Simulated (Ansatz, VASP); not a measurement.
**SnSe in VASP and in Ansatz**

```
CELL_PARAMETERS angstrom
0.00000 2.97497 2.97497
2.97497 0.00000 2.97497
2.97497 2.97497 0.00000
ATOMIC_POSITIONS crystal
Sn 0.00000 0.00000 0.00000
Se 0.50000 0.50000 0.50000
```

Alike in both runs: functional PBEsol; k mesh 10 × 10 × 10; occupations gaussian, width 0.02 eV; no spin polarisation.

Ansatz relaxed the structure, and its values are those at the end. VASP's run is a single point on that final structure, the one shown.

```csv
,VASP,Ansatz
version,VASP 6.6.1,Ansatz 0.2.0
potentials or method,"VASP PAW PBE potentials, release 64 (Sn_d, Se)","scalar-relativistic, plane waves, PAW"
plane-wave cutoff (eV),520,420
valence electrons in the cell,20,30
```

|  | VASP | Ansatz | Ansatz less VASP |
| --- | --- | --- | --- |
| gap on the k mesh at the Fermi level (eV) | 0.48 | 0.48 | +0.002 |
| least direct gap on the mesh (eV) | 0.58 | 0.58 | -0.001 |
| pressure (GPa) | 0.0 | 0.0 | -0.03 |

The two sets of potentials don't hold the same shells in valence.

Caveats: the PAW data sets were made with another functional, which shifts forces and pressure a little (VASP); spin-orbit coupling is left out, which moves the levels of the heavy elements. A k mesh can miss the band edges.
